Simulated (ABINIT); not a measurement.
Runs of ABINIT 10.8.3 (patched build) on TaN. It takes space group Fm-3m (No. 225, cubic). The conventional cell has a = 4.423 Å, b = 4.423 Å, c = 4.423 Å, α = 90.00°, β = 90.00°, γ = 90.00°. Ta (site symmetry m-3m) is surrounded by 6 N at 2.21 Å. N (site symmetry m-3m) is surrounded by 6 Ta at 2.21 Å. The cell comes from a database or a generator and needn't be the stable form of this composition.

| task | level | potentials or basis | spin | cutoff (eV) | fine-grid cutoff | dispersion computed by | gap on the mesh (eV) | pressure (GPa) | V0 of scaled cells (Å³/atom) | B0 (GPa) |
| --- | --- | --- | --- | --- | --- | --- | --- | --- | --- | --- |
| band structure | PBEsol | JTH PAW PBE v2.0 | off | 707 | 1306.15 eV | - | none | -10.5 | - | - |
| equation of state | revPBE+D3 | JTH PAW PBE v2.0 | off | 707 | 1306.15 eV | - | - | - | (a) | 356 |
| band structure | BLYP | JTH PAW PBE v2.0 | SOC, no magnetisation | 707 | 1306.15 eV | - | none | 10.7 | - | - |
| equation of state | LDA-PZ | JTH PAW LDA v2.0 | off | 680 | 1278.94 eV | - | - | - | 10.27 | (b) |

Alike in all rows: cell as given; k mesh 10 × 10 × 10; smearing fermi-dirac 0.05 eV.

**Question.** Estimate the missing entries.

**Answer.** (a) 10.44; (b) 377.

Caveats: the highest band is partly filled, so the run has too few bands; the PAW data sets were made with another functional, which shifts forces and pressure a little (some runs); pressures at fixed basis lie under the slope of the energies (some runs); spin-orbit coupling is left out, which moves the levels of the heavy elements (some runs).

A k mesh can miss the band edges, and rows without SOC leave out spin-orbit coupling on Ta.

A gap of «none» marks a metal or a gap under the smearing width.

Runs at the PBE level aren't shown here.
